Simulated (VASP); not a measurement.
Write the native input for VASP 6.6.1 that does the following.

- Task: single point
- Functional: PBE
- Potentials or basis: VASP PAW PBE potentials, release 64 (Cu)
- Cutoff: 520 eV
- k mesh: 13 × 13 × 13
- Occupations: fermi-dirac, width 0.05 eV
- Spin: no spin polarisation
- Dipole correction: no
- Further INCAR settings: ALGO = Fast; EDIFF = 1e-06; NBANDS = 12

The structure of Cu lies in POSCAR:

```
Cu
1.0
   -1.4331098516      1.4331098516      1.3668457257
    1.4331098516     -1.4331098516      1.3668457257
    1.4331098516      1.4331098516     -1.3668457257
Cu
1
Direct
    0.0000000000      0.0000000000      0.0000000000
```

This isn't the form of Cu at room conditions, which is fcc.

The cell isn't the ideal one: volume scaled by 0.98.

The input as run:

INCAR

```
PREC     = Accurate       # precision mode
ENCUT    = 520            # plane-wave cutoff, eV
EDIFF    = 1E-6           # SCF threshold, eV
ISMEAR   = -1             # smearing method
SIGMA    = 0.05           # smearing width, eV
LREAL    = False          # projectors in reciprocal space
LASPH    = True           # aspherical terms in the spheres
NELM     = 60             # most SCF steps
ALGO     = Fast           # electronic algorithm
ISIF     = 2              # what is computed and relaxed
LWAVE    = False          # write WAVECAR
LCHARG   = False          # write CHGCAR
GGA      = PE             # functional
NBANDS   = 12             # bands
```

KPOINTS

```
Automatic mesh
0
Gamma
  13 13 13
```

Potentials or basis: VASP PAW PBE potentials, release 64 (Cu).

Launch:

```console
$ cat potpaw_PBE.64/Cu/POTCAR > POTCAR
$ mpirun -np 1 vasp_std > vasp.out
```

Results of the run:

```json
{
 "Pressure": "11.7 GPa",
 "Band gap on the k mesh": "none (metal or under the smearing width)"
}
```

Run time: 18 s on 1 thread of Intel(R) Xeon(R) Platinum 8488C (Sapphire Rapids) (shared host), peak memory 0.13 GiB.
